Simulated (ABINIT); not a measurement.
# BN (P6_3mc): G0W0 with ABINIT, start to end, part 2 of 3

Aim: the G0W0 gap of BN (P6_3mc) on PBEsol, step by step.

ABINIT 10.8.3; PBEsol and many-body steps on it, plane waves. Known limits of the many-body steps: not at the basis limit; coarse k mesh.

So far. Step 2 (Ground state): The gap is indirect, with the least direct gap 3.28 eV higher.

The database entry behind the starting cell has ideal inner coordinates that were not refined, so it need not match the best structure at ambient conditions.

### 3. Bands along the symmetry lines

Level of this step: DFT, PBEsol, plane waves, norm-conserving pseudopotentials (ABINIT).

Levels along a band path, at the cheap level, show where the edges lie and whether the meshes to come will hold them.

Input file run.abi:

```
acell 3*1.0 Angstrom
rprim 
  2.536000000002 -0.000000000000 0.000000000000
  -1.268000000000 2.196240423999 0.000000000000
  0.000000000000 0.000000000000 4.199000000000
ntypat 2
znucl 5 7
natom 4
typat 1 1 2 2
xred 
  0.666666666667 0.333333333333 0.000000000000
  0.333333333333 0.666666666667 0.500000000000
  0.666666666667 0.333333333333 0.375000000000
  0.333333333333 0.666666666667 0.875000000000
pp_dirpath "pseudos"
pseudos "B.upf, N.upf"
ecut 36
iscf -2
irdden 1
kptopt 0
nkpt 75
kpt 
  0.00000000 0.00000000 0.00000000
  0.06250000 0.00000000 0.00000000
  0.12500000 0.00000000 0.00000000
  0.18750000 0.00000000 0.00000000
  0.25000000 0.00000000 0.00000000
  0.31250000 0.00000000 0.00000000
  0.37500000 0.00000000 0.00000000
  0.43750000 0.00000000 0.00000000
  0.50000000 0.00000000 0.00000000
  0.47916667 0.04166667 0.00000000
  0.45833333 0.08333333 0.00000000
  0.43750000 0.12500000 0.00000000
  0.41666666 0.16666666 0.00000000
  0.39583333 0.20833333 0.00000000
  0.37500000 0.25000000 0.00000000
  0.35416666 0.29166666 0.00000000
  0.33333333 0.33333333 0.00000000
  0.29166666 0.29166666 0.00000000
  0.25000000 0.25000000 0.00000000
  0.20833333 0.20833333 0.00000000
  0.16666666 0.16666666 0.00000000
  0.12500000 0.12500000 0.00000000
  0.08333333 0.08333333 0.00000000
  0.04166667 0.04166667 0.00000000
  0.00000000 0.00000000 0.00000000
  0.00000000 0.00000000 0.06250000
  0.00000000 0.00000000 0.12500000
  0.00000000 0.00000000 0.18750000
  0.00000000 0.00000000 0.25000000
  0.00000000 0.00000000 0.31250000
  0.00000000 0.00000000 0.37500000
  0.00000000 0.00000000 0.43750000
  0.00000000 0.00000000 0.50000000
  0.06250000 0.00000000 0.50000000
  0.12500000 0.00000000 0.50000000
  0.18750000 0.00000000 0.50000000
  0.25000000 0.00000000 0.50000000
  0.31250000 0.00000000 0.50000000
  0.37500000 0.00000000 0.50000000
  0.43750000 0.00000000 0.50000000
  0.50000000 0.00000000 0.50000000
  0.47916667 0.04166667 0.50000000
  0.45833333 0.08333333 0.50000000
  0.43750000 0.12500000 0.50000000
  0.41666666 0.16666666 0.50000000
  0.39583333 0.20833333 0.50000000
  0.37500000 0.25000000 0.50000000
  0.35416666 0.29166666 0.50000000
  0.33333333 0.33333333 0.50000000
  0.29166666 0.29166666 0.50000000
  0.25000000 0.25000000 0.50000000
  0.20833333 0.20833333 0.50000000
  0.16666666 0.16666666 0.50000000
  0.12500000 0.12500000 0.50000000
  0.08333333 0.08333333 0.50000000
  0.04166667 0.04166667 0.50000000
  0.00000000 0.00000000 0.50000000
  0.50000000 0.00000000 0.50000000
  0.50000000 0.00000000 0.43750000
  0.50000000 0.00000000 0.37500000
  0.50000000 0.00000000 0.31250000
  0.50000000 0.00000000 0.25000000
  0.50000000 0.00000000 0.18750000
  0.50000000 0.00000000 0.12500000
  0.50000000 0.00000000 0.06250000
  0.50000000 0.00000000 0.00000000
  0.33333333 0.33333333 0.50000000
  0.33333333 0.33333333 0.43750000
  0.33333333 0.33333333 0.37500000
  0.33333333 0.33333333 0.31250000
  0.33333333 0.33333333 0.25000000
  0.33333333 0.33333333 0.18750000
  0.33333333 0.33333333 0.12500000
  0.33333333 0.33333333 0.06250000
  0.33333333 0.33333333 0.00000000
istwfk *1
nband 15
nbdbuf 2
tolwfr 1e-08
nstep 40
prtwf 0
prtvol 0
indata_prefix "in"
outdata_prefix "out"
tmpdata_prefix "tmp"
```

Started as:

```bash
> OMP_NUM_THREADS=1 mpirun -n 4 abinit run.abi > log
```

Numbers of over 12 decimals in the logs are rounded to 6 here.

The program printed:

```text
.Version 10.8.3 of ABINIT. v10.8.2 released Aug 2026.

 Symmetries : space group P6_3 m c (#186); Bravais hP (primitive hexag.)
[... echo of the input left out ...]
== DATASET  1 ==================================================================
-   mpi_nproc: 4, omp_nthreads: 1 (-1 if OMP is not activated)

--- !DatasetInfo
iteration_state: {dtset: 1, }
dimensions: {natom: 4, nkpt: 75, mband: 15, nsppol: 1, nspinor: 1, nspden: 1, mpw: 1677, }
cutoff_energies: {ecut:  36.0, pawecutdg:  -1.0, }
electrons: {nelect:   1.60000000E+01, charge:   0.00000000E+00, occopt:   1.00000000E+00, tsmear:   1.00000000E-02, }

 Real(R)+Recip(G) space primitive vectors, cartesian coordinates (Bohr,Bohr^-1):
 R(1)=  4.7923455  0.0000000  0.0000000  G(1)=  0.2086661  0.1204734  0.0000000
 R(2)= -2.3961727  4.1502929  0.0000000  G(2)=  0.0000000  0.2409468  0.0000000
 R(3)=  0.0000000  0.0000000  7.9349600  G(3)=  0.0000000  0.0000000  0.1260246
 Unit cell volume ucvol=  1.5782348E+02 bohr^3
 Angles (23,13,12)=  9.00000000E+01  9.00000000E+01  1.20000000E+02 degrees

 getcut: wavevector=  0.0000  0.0000  0.0000  ngfft=  27  27  45
         ecut(hartree)=     36.000   => boxcut(ratio)=   2.01065

--- Pseudopotential description ------------------------------------------------
- B Generated using ONCVPSP code by D. R. Hamann
-  5.00000   3.00000  180301                  znucl, zion, pspdat
12 -116133 1 -1 1534                          pspcod,pspxc,lmax,lloc,mmax
     nproj     2     2
  pspatm : epsatm=    3.20154509
         --- l  ekb(1:nproj) -->
             0    8.466603    1.247630
             1   -3.609180   -0.822621
 pspatm: atomic psp has been read  and splines computed

- N Generated using ONCVPSP code by D. R. Hamann
-  7.00000   5.00000  180301                  znucl, zion, pspdat
12 -116133 1 -1 1058                          pspcod,pspxc,lmax,lloc,mmax
     nproj     2     2
  pspatm : epsatm=    5.26508482
         --- l  ekb(1:nproj) -->
             0    7.464189    0.625868
[...]
pspatm: atomic psp has been read  and splines computed

--------------------------------------------------------------------------------

================================================================================
 prteigrs : about to open file out_EIG
 Non-SCF case, kpt    1 (  0.00000  0.00000  0.00000), residuals and eigenvalues=
  7.33E-09  2.02E-09  7.03E-09  2.44E-09  7.04E-09  3.08E-09  3.02E-09  4.31E-09
  5.14E-09  8.00E-09  2.36E-09  5.59E-09  8.42E-09  9.22E-09  7.32E-07
 -4.4125E-01 -2.8497E-01 -9.4657E-02  2.3440E-01  2.3440E-01  3.0390E-01
  3.1318E-01  3.1318E-01  6.2356E-01  6.2356E-01  6.2966E-01  6.6947E-01
[...]
Non-SCF case, kpt    2 (  0.06250  0.00000  0.00000), residuals and eigenvalues=
  2.48E-09  6.79E-09  7.99E-09  8.41E-09  4.77E-09  5.46E-09  3.51E-09  6.97E-09
[...]
Non-SCF case, kpt   74 (  0.33333  0.33333  0.06250), residuals and eigenvalues=
[...]
Non-SCF case, kpt   75 (  0.33333  0.33333  0.00000), residuals and eigenvalues=
[...]
-2.4143E-01 -2.4143E-01 -3.3614E-02  4.6253E-02  4.6253E-02  1.0858E-01
  1.1147E-01  1.1147E-01  4.9844E-01  8.1102E-01  8.1102E-01  8.2104E-01
[...]
--- !ResultsGS
iteration_state: {dtset: 1, }
comment   : Summary of ground state results
lattice_vectors:
- [  4.7923455,  -0.0000000,   0.0000000, ]
- [ -2.3961727,   4.1502929,   0.0000000, ]
- [  0.0000000,   0.0000000,   7.9349600, ]
lattice_lengths: [   4.79235,    4.79235,    7.93496, ]
lattice_angles: [ 90.000,  90.000, 120.000, ] # degrees, (23, 13, 12)
lattice_volume:   1.5782348E+02
convergence: {deltae:  0.000E+00, res2:  0.000E+00, residm:  9.999E-09, diffor:  0.000E+00, }
etotal    :  -2.67412940E+01
entropy   :   0.00000000E+00
fermie    :   3.13182380E-01
cartesian_stress_tensor: null
pressure_GPa: null
xred      :
- [  6.6667E-01,   3.3333E-01,  -1.9429E-16,  B]
- [  3.3333E-01,   6.6667E-01,   5.0000E-01,  B]
- [  6.6667E-01,   3.3333E-01,   3.7500E-01,  N]
- [  3.3333E-01,   6.6667E-01,   8.7500E-01,  N]
cartesian_forces: null
force_length_stats: {min: null, max: null, mean: null, }

 Integrated electronic density in atomic spheres:
 ------------------------------------------------
 Atom  Sphere_radius  Integrated_density
[...]
================================================================================

 ----iterations are completed or convergence reached----

 Mean square residual over all n,k,spin=   54.245E-10; max=  99.987E-10
 reduced coordinates (array xred) for    4 atoms
[...]
0.666666666667      0.333333333333      0.375000000000
       0.333333333333      0.666666666667      0.875000000000

 cartesian coordinates (angstrom) at end:
    1      1.268000     0.732080    -0.000000
    2      6.7e-13     1.464160     2.099500
    3      1.268000     0.732080     1.574625
    4      6.7e-13     1.464160     3.674125
 length scales=  1.889726125908  1.889726125908  1.889726125908 bohr
              =  1.000000000000  1.000000000000  1.000000000000 angstroms
 prteigrs : about to open file out_EIG
 Eigenvalues (hartree) for nkpt=  75  k points:
 kpt#   1, nband= 15, wtk=  1.00000, kpt=  0.0000  0.0000  0.0000 (reduced coord)
[...]
kpt#   2, nband= 15, wtk=  1.00000, kpt=  0.0625  0.0000  0.0000 (reduced coord)
[...]
kpt#   3, nband= 15, wtk=  1.00000, kpt=  0.1250  0.0000  0.0000 (reduced coord)
[...]
kpt#  74, nband= 15, wtk=  1.00000, kpt=  0.3333  0.3333  0.0625 (reduced coord)
  -0.24122   -0.24122   -0.03268    0.04166    0.04166    0.10631    0.11696    0.11696
   0.50248    0.79840    0.79840    0.81958    0.84816    0.84818    0.88362
 kpt#  75, nband= 15, wtk=  1.00000, kpt=  0.3333  0.3333  0.0000 (reduced coord)
  -0.24143   -0.24143   -0.03361    0.04625    0.04625    0.10858    0.11147    0.11147
   0.49844    0.81102    0.81102    0.82104    0.84786    0.84787    0.87490

== END DATASET(S) ==============================================================
================================================================================

 -outvars: echo values of variables after computation  --------
            nband          15
             nkpt          75
          spgroup         186
 [... the other variables as echoed above ...]

 Calculation completed.
```

Run time: 8.6 s. Hardware: 4 MPI ranks of Arm Neoverse V2, shared host; peak memory 0.25 GiB; 34 s of CPU time.

Numbers from this step:

```yaml
gap: 5.041 eV
k_of_the_valence_top: 0, 0, 0
k_of_the_conduction_bottom: 0.3333, 0.3333, 0
least_direct_gap: 8.317 eV
```

The gap is 5.041 eV, as in the run before at this level.

The electronic bands at the labelled points (eV, zero at the top of the highest filled band; v1 is the highest filled band, c1 the lowest empty one):

```tsv
point	v4	v3	v2	v1	c1	c2	c3	c4
Γ	-2.14	-0.25	0.00	0.00	8.45	8.45	8.61	9.70
halfway	-3.87	-3.79	-1.62	-1.17	7.31	9.39	10.20	11.09
M	-6.99	-5.06	-4.50	-2.15	6.70	7.91	10.70	11.57
halfway	-6.64	-6.55	-4.68	-3.66	6.27	9.38	11.79	13.23
K	-7.26	-5.57	-5.49	-5.49	5.04	13.55	13.55	13.82
halfway	-5.77	-3.66	-2.23	-1.97	8.38	8.96	10.36	11.65
Γ	-2.14	-0.25	0.00	0.00	8.45	8.45	8.61	9.70
halfway	-1.88	-1.88	-0.38	-0.38	8.88	8.88	9.26	9.67
A	-1.19	-1.19	-1.19	-1.19	9.60	9.60	10.01	10.01
halfway	-4.15	-4.15	-2.71	-2.71	7.92	7.92	11.35	11.35
L	-3.83	-3.83	-3.61	-3.61	6.55	6.55	10.08	10.08
halfway	-5.84	-5.84	-3.23	-3.23	7.97	7.97	11.00	11.00
H	-7.91	-7.91	-3.07	-3.07	9.37	9.37	10.11	10.11
halfway	-4.39	-4.39	-3.52	-3.52	8.86	8.86	10.82	10.82
A	-1.19	-1.19	-1.19	-1.19	9.60	9.60	10.01	10.01
jump to L	-3.83	-3.83	-3.61	-3.61	6.55	6.55	10.08	10.08
halfway	-5.55	-4.73	-3.56	-2.72	6.79	6.83	11.07	11.82
M	-6.99	-5.06	-4.50	-2.15	6.70	7.91	10.70	11.57
jump to H	-7.91	-7.91	-3.07	-3.07	9.37	9.37	10.11	10.11
halfway	-8.31	-6.41	-4.10	-4.10	6.64	10.97	10.97	13.04
K	-7.26	-5.57	-5.49	-5.49	5.04	13.55	13.55	13.82
```

### 4. Empty states on the mesh, 3×3×2 mesh, 27 bands

The sums over transitions need many empty states on a uniform mesh; this step solves for them.

Input file run.abi:

```
acell 3*1.0 Angstrom
rprim 
  2.536000000002 -0.000000000000 0.000000000000
  -1.268000000000 2.196240423999 0.000000000000
  0.000000000000 0.000000000000 4.199000000000
ntypat 2
znucl 5 7
natom 4
typat 1 1 2 2
xred 
  0.666666666667 0.333333333333 0.000000000000
  0.333333333333 0.666666666667 0.500000000000
  0.666666666667 0.333333333333 0.375000000000
  0.333333333333 0.666666666667 0.875000000000
pp_dirpath "pseudos"
pseudos "B.upf, N.upf"
ecut 36
ngkpt 3 3 2
nshiftk 1
shiftk 0 0 0
kptopt 1
chksymbreak 0
iscf -2
irdden 1
istwfk *1
nband 27
nbdbuf 4
tolwfr 1e-09
nstep 60
prtvol 0
indata_prefix "in"
outdata_prefix "out"
tmpdata_prefix "tmp"
```

The program printed:

```text
.Version 10.8.3 of ABINIT. v10.8.2 released Aug 2026.

 Symmetries : space group P6_3 m c (#186); Bravais hP (primitive hexag.)
[... echo of the input left out ...]
== DATASET  1 ==================================================================
-   mpi_nproc: 4, omp_nthreads: 1 (-1 if OMP is not activated)

--- !DatasetInfo
iteration_state: {dtset: 1, }
dimensions: {natom: 4, nkpt: 6, mband: 27, nsppol: 1, nspinor: 1, nspden: 1, mpw: 1677, }
cutoff_energies: {ecut:  36.0, pawecutdg:  -1.0, }
electrons: {nelect:   1.60000000E+01, charge:   0.00000000E+00, occopt:   1.00000000E+00, tsmear:   1.00000000E-02, }

 Real(R)+Recip(G) space primitive vectors, cartesian coordinates (Bohr,Bohr^-1):
 R(1)=  4.7923455  0.0000000  0.0000000  G(1)=  0.2086661  0.1204734  0.0000000
 R(2)= -2.3961727  4.1502929  0.0000000  G(2)=  0.0000000  0.2409468  0.0000000
 R(3)=  0.0000000  0.0000000  7.9349600  G(3)=  0.0000000  0.0000000  0.1260246
 Unit cell volume ucvol=  1.5782348E+02 bohr^3
 Angles (23,13,12)=  9.00000000E+01  9.00000000E+01  1.20000000E+02 degrees

 getcut: wavevector=  0.0000  0.0000  0.0000  ngfft=  27  27  45
         ecut(hartree)=     36.000   => boxcut(ratio)=   2.01065

--- Pseudopotential description ------------------------------------------------
- B Generated using ONCVPSP code by D. R. Hamann
-  5.00000   3.00000  180301                  znucl, zion, pspdat
12 -116133 1 -1 1534                          pspcod,pspxc,lmax,lloc,mmax
     nproj     2     2
  pspatm : epsatm=    3.20154509
         --- l  ekb(1:nproj) -->
             0    8.466603    1.247630
             1   -3.609180   -0.822621
 pspatm: atomic psp has been read  and splines computed

- N Generated using ONCVPSP code by D. R. Hamann
-  7.00000   5.00000  180301                  znucl, zion, pspdat
12 -116133 1 -1 1058                          pspcod,pspxc,lmax,lloc,mmax
     nproj     2     2
  pspatm : epsatm=    5.26508482
         --- l  ekb(1:nproj) -->
             0    7.464189    0.625868
[...]
pspatm: atomic psp has been read  and splines computed

--------------------------------------------------------------------------------

================================================================================
 prteigrs : about to open file out_EIG
 Non-SCF case, kpt    1 (  0.00000  0.00000  0.00000), residuals and eigenvalues=
  3.59E-10  2.39E-10  6.55E-11  1.24E-10  2.68E-10  1.66E-10  1.12E-10  4.19E-10
  1.42E-10  3.90E-10  5.12E-10  6.70E-10  1.96E-10  6.76E-10  1.57E-10  5.24E-10
  6.45E-10  4.89E-10  4.04E-10  8.25E-10  9.03E-10  2.27E-10  5.69E-10  1.99E-08
[...]
-4.4125E-01 -2.8497E-01 -9.4657E-02  2.3440E-01  2.3440E-01  3.0390E-01
  3.1318E-01  3.1318E-01  6.2356E-01  6.2356E-01  6.2966E-01  6.6947E-01
  7.1368E-01  7.5417E-01  7.5417E-01  9.0747E-01  1.1063E+00  1.1111E+00
  1.1111E+00  1.2026E+00  1.2610E+00  1.2846E+00  1.2846E+00  1.3570E+00
[...]
prteigrs : prtvol=0 or 1, do not print more k-points.

--- !ResultsGS
iteration_state: {dtset: 1, }
comment   : Summary of ground state results
lattice_vectors:
- [  4.7923455,  -0.0000000,   0.0000000, ]
- [ -2.3961727,   4.1502929,   0.0000000, ]
- [  0.0000000,   0.0000000,   7.9349600, ]
lattice_lengths: [   4.79235,    4.79235,    7.93496, ]
lattice_angles: [ 90.000,  90.000, 120.000, ] # degrees, (23, 13, 12)
lattice_volume:   1.5782348E+02
convergence: {deltae:  0.000E+00, res2:  0.000E+00, residm:  9.394E-10, diffor:  0.000E+00, }
etotal    :  -2.67412940E+01
entropy   :   0.00000000E+00
fermie    :   3.13182380E-01
cartesian_stress_tensor: null
pressure_GPa: null
xred      :
- [  6.6667E-01,   3.3333E-01,  -1.9429E-16,  B]
- [  3.3333E-01,   6.6667E-01,   5.0000E-01,  B]
- [  6.6667E-01,   3.3333E-01,   3.7500E-01,  N]
- [  3.3333E-01,   6.6667E-01,   8.7500E-01,  N]
cartesian_forces: null
force_length_stats: {min: null, max: null, mean: null, }

 Integrated electronic density in atomic spheres:
 ------------------------------------------------
 Atom  Sphere_radius  Integrated_density
[...]
================================================================================

 ----iterations are completed or convergence reached----

 Mean square residual over all n,k,spin=   41.416E-11; max=  93.942E-11
 reduced coordinates (array xred) for    4 atoms
[...]
0.333333333333      0.666666666667      0.875000000000

 cartesian coordinates (angstrom) at end:
    1      1.268000     0.732080    -0.000000
    2      6.7e-13     1.464160     2.099500
    3      1.268000     0.732080     1.574625
    4      6.7e-13     1.464160     3.674125
 length scales=  1.889726125908  1.889726125908  1.889726125908 bohr
              =  1.000000000000  1.000000000000  1.000000000000 angstroms
 prteigrs : about to open file out_EIG
 Eigenvalues (hartree) for nkpt=   6  k points:
 kpt#   1, nband= 27, wtk=  0.05556, kpt=  0.0000  0.0000  0.0000 (reduced coord)
  -0.44125   -0.28497   -0.09466    0.23440    0.23440    0.30390    0.31318    0.31318
   0.62356    0.62356    0.62966    0.66947    0.71368    0.75417    0.75417    0.90747
   1.10630    1.11113    1.11113    1.20263    1.26105    1.28457    1.28457    1.35697
   1.62297    1.62297    1.69826
 prteigrs : prtvol=0 or 1, do not print more k-points.

== END DATASET(S) ==============================================================
================================================================================

 -outvars: echo values of variables after computation  --------
            nband          27
             nkpt           6
          spgroup         186
 [... the other variables as echoed above ...]

 Calculation completed.
```

Wall time 2.5 s (4 MPI ranks); peak memory 0.07 GiB.

This step gave:

- gap: 5.041 eV
- k of the valence top: 0, 0, 0
- k of the conduction bottom: 0.3333, 0.3333, 0
- least direct gap: 8.446 eV
- k points computed: 6
- lowest point of the top converged band, above the valence top: 26.43 eV

On this mesh the gap is 5.041 eV.

### 5. Screening, 3×3×2 mesh, 23 bands, screening to 106.1 eV

The RPA dielectric matrix is built and inverted for each q.

This step: RPA screening on PBEsol, plane waves, norm-conserving pseudopotentials.

Edit run.abi of step 4 so:

```diff
@@ -22,10 +22,11 @@
 chksymbreak 0
-iscf -2
-irdden 1
 istwfk *1
-nband 27
-nbdbuf 4
-tolwfr 1e-09
-nstep 60
-prtvol 0
+occopt 1
+irdwfk 1
+optdriver 3
+nband 23
+ecuteps 3.9
+inclvkb 2
+awtr 1
+symchi 1
 indata_prefix "in"
```

The program printed:

```text
.Version 10.8.3 of ABINIT. v10.8.2 released Aug 2026.

 Symmetries : space group P6_3 m c (#186); Bravais hP (primitive hexag.)
[... echo of the input left out ...]
== DATASET  1 ==================================================================
-   mpi_nproc: 4, omp_nthreads: 1 (-1 if OMP is not activated)

--- !DatasetInfo
iteration_state: {dtset: 1, }
dimensions: {natom: 4, nkpt: 6, mband: 23, nsppol: 1, nspinor: 1, nspden: 1, mpw: 1677, }
cutoff_energies: {ecut:  36.0, pawecutdg:  -1.0, }
electrons: {nelect:   1.60000000E+01, charge:   0.00000000E+00, occopt:   1.00000000E+00, tsmear:   1.00000000E-02, }

 SCREENING: Calculation of the susceptibility and dielectric matrices

 Based on a program developped by R.W. Godby, V. Olevano, G. Onida, and L. Reining.
 Incorporated in ABINIT by V. Olevano, G.-M. Rignanese, and M. Torrent.
.Using double precision arithmetic ; gwpc =  8

[... cell and pseudopotentials left out ...]
--------------------------------------------------------------------------------

 ==== K-mesh for the wavefunctions ====
 Number of points in the irreducible wedge :     6
[... list of points left out ...]
 Together with 12 symmetry operations and time-reversal symmetry
 yields    18 points in the full Brillouin Zone.

 ==== Q-mesh for the screening function ====
 Number of points in the irreducible wedge :     6
[... list of points left out ...]
 Together with 12 symmetry operations and time-reversal symmetry
 yields    18 points in the full Brillouin Zone.

 setmesh: FFT mesh size selected  =    15x   15x   30
          total number of points  =         6750

 vcoul_init : cutoff-mode = AUXILIARY_FUNCTION
 q-points for optical limit:   1
     1)      0.000010    0.000020    0.000030

- screening: taking advantage of time-reversal symmetry
- Maximum band index for partially occupied states nbvw = 8
- Remaining bands to be divided among processors   nbcw = 15
- Number of bands treated by each node ~3

 Number of electrons calculated from density =   16.0000; Expected =   16.0000
 average of density, n =  0.101379
 r_s =    1.3304
 omega_plasma =   30.7135 [eV]

 calculating chi0 at frequencies [eV] :
  1    0.000000E+00    0.000000E+00
  2    0.000000E+00    3.071353E+01

--------------------------------------------------------------------------------
  q-point number  1        q = ( 0.000000, 0.000000, 0.000000) [r.l.u.]
--------------------------------------------------------------------------------
[... chi0 elements left out ...]
 For q-point:  0.000010 0.000020 0.000030
  dielectric constant =   5.2239
  dielectric constant without local fields =   5.4685

  Average fulfillment of the sum rule on Im[epsilon] for q-point    1 :     37.33  [%]
[... wings left out ...]
  q-point number  2        q = ( 0.333333, 0.000000, 0.000000) [r.l.u.]
--------------------------------------------------------------------------------
[... chi0 elements left out ...]
  Average fulfillment of the sum rule on Im[epsilon] for q-point    2 :     50.12  [%]

 [... 4 further q-points ...]
```

It took 1.8 s on 4 MPI ranks; peak memory 0.07 GiB.

Numbers from this step:

```yaml
eps_infinity_with_local_fields_on_this_mesh_along_the_program_s_q_direction: 5.224
the_same_without_local_fields: 5.468
plasma_frequency: 30.71 eV
plane_waves_in_the_screening_matrix: 55
```

Local fields lower ε∞ by 4 %. On a Γ-centred mesh this coarse the value itself is usually too large, while a short band sum pulls it down.

(Part 2 of 3 ends here.)

[Paths, hosts, dates, memory and timing lines, banners, echoed tables and standing remarks are left out of the program output.]

[Logs are printed without paths, hosts, clocks, repeated set-up lines and the standing remarks that a program may print on its own settings, such as how far it seeks lower states.]

[Runs of the session that timed out or met a known fault of the program may be left out.]

[Hosts, paths, dates, database ids (printed as entryN), source tags and the programs' standing remarks are cut or masked in the printed files.]

[G0W0 gaps are taken among the corrected bands and points alone; a level outside them can change the order at an edge.]

[Where Ansatz stands beside ABINIT at settings called matched, ABINIT's density can come from a denser mesh and the files from another edition; pairs whose starting gaps differed by over 0.03 eV were left out, so agreement reads better than it is.]
